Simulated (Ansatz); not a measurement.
The system is MnO.

```xyz
2
Lattice="0.0000 2.2239 2.2239 2.2239 0.0000 2.2239 2.2239 2.2239 0.0000" Properties=species:S:1:pos:R:3 pbc="T T T"
Mn    0.0000    0.0000    0.0000
O     2.2239    2.2239    2.2239
```

The cell is a database's computed one.

```yaml
Program: Ansatz 0.2.0
Task: relaxation of cell and atoms
Functional: PBEsol
Potentials_or_basis: all-electron LAPW, scalar-relativistic
Basis_error_allowed: 0.001 eV/atom
k_mesh: 10 × 10 × 10
Occupations: fermi-dirac, width 0.05 eV
Spin: collinear spin, ferromagnetic start
Starting_moments: "[4.0, 0.0] μB"
```

At the start: volume 11.00 Å³/atom.

**Question.** Where does the relaxation end?

**Answer.** Over 6 steps the energy falls by 21.2 meV/atom and the volume is 10.13 Å³/atom (-7.9 %); space group Fm-3m (No. 225, to 0.05 Å); moment 4.45 μB per cell.

The path:
```
step  energy change (eV)  largest force (eV/Å)  volume (Å³)
   1              0.0000                0.0000        22.00
   2             -0.0268                0.0000        21.28
   3             -0.0410                0.0000        19.94
   4             -0.0425                0.0000        20.21
   5             -0.0425                0.0000        20.25
   6             -0.0425                0.0000        20.25
```

Final structure:
```
CELL_PARAMETERS angstrom
0.00000 2.16341 2.16341
2.16341 0.00000 2.16341
2.16341 2.16341 0.00000
ATOMIC_POSITIONS crystal
Mn 0.00000 0.00000 0.00000
O 0.50000 0.50000 0.50000
```

Caveat: a cell with one magnetic atom can't hold antiferromagnetic order, which such compounds often take.
